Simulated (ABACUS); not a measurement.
Al:

```xyz
1
Lattice="0.0000 2.0248 2.0248 2.0248 0.0000 2.0248 2.0248 2.0248 0.0000" Properties=species:S:1:pos:R:3 pbc="T T T"
Al    0.0000    0.0000    0.0000
```

Program: ABACUS 3.10.1. Alike in all runs: task single point; no spin polarisation; cell as given; smearing fermi-dirac 0.05 eV.

Question: Order these runs on this cell by their pressure, lowest first.
A. level BLYP; potentials or basis SPMS ONCV 1.0 PBE, DZP LCAO (the cutoffs set its grid); k mesh 10 × 10 × 10; cutoff (eV) 1361; radial cutoff of the potentials (pseudo_rcut) 10 bohr; SCF threshold on the density 1e-07; eigensolver genelpa; orbital files Al Al_confined-atom_8au_2s2p1d.orb
B. level PBE; potentials or basis PseudoDojo NC SR 0.4.1 PBE standard, plane waves; k mesh 9 × 9 × 9; cutoff (eV) 558; radial cutoff of the potentials (pseudo_rcut) 10 bohr; SCF threshold on the density 1e-08; eigensolver dav
C. level PBEsol; potentials or basis PseudoDojo NC SR 0.4.1 PBEsol standard, plane waves; k mesh 11 × 11 × 11; cutoff (eV) 558; radial cutoff of the potentials (pseudo_rcut) 7 bohr; SCF threshold on the density 1e-08; eigensolver dav

Answer: C (-2.1 GPa), B (-0.4 GPa), A (4.6 GPa).

Caveats: the atomic orbitals were generated for these runs and aren't a published set (some runs); the potentials were made for another functional, which shifts forces and pressure (some runs); the basis of atomic orbitals isn't converged, which shifts pressures, moduli and gaps (some runs).

Not every run made on this cell is shown here.
